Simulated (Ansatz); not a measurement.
Space group Fm-3m (No. 225). a = 4.318 Å, b = 4.318 Å, c = 4.318 Å, α = 90.00°, β = 90.00°, γ = 90.00°
| atom | site | symmetry | x | y | z |
| --- | --- | --- | --- | --- | --- |
| Li | 4a | m-3m | 0.0000 | 0.0000 | 0.0000 |

Equation of state of this Li structure (not necessarily the ground state), with shape and atoms relaxed at each volume where symmetry leaves them free. It has no gap at any of these volumes. Method: Ansatz 0.2.0, DFT PBEsol, scalar-relativistic, plane waves, PAW.

Plane waves to 420 eV, a k mesh through Γ of 16×16×16 on the computed 1-atom cell and Gaussian smearing (0.10 eV); no spin polarisation.

```csv
V (Å³/atom),E − E(largest V) (meV/atom),P (GPa)
18.922,1.00,0.97
19.526,-1.70,0.47
20.130,-2.62,0.03
20.734,-2.00,-0.35
21.337,0.00,-0.69
```

Q: Fit a third-order Birch–Murnaghan equation to E(V).

A: V0 = 20.17 Å³/atom, B0 = 14 GPa, B0' = 3.3.

This fcc form isn't the element's structure at ambient conditions.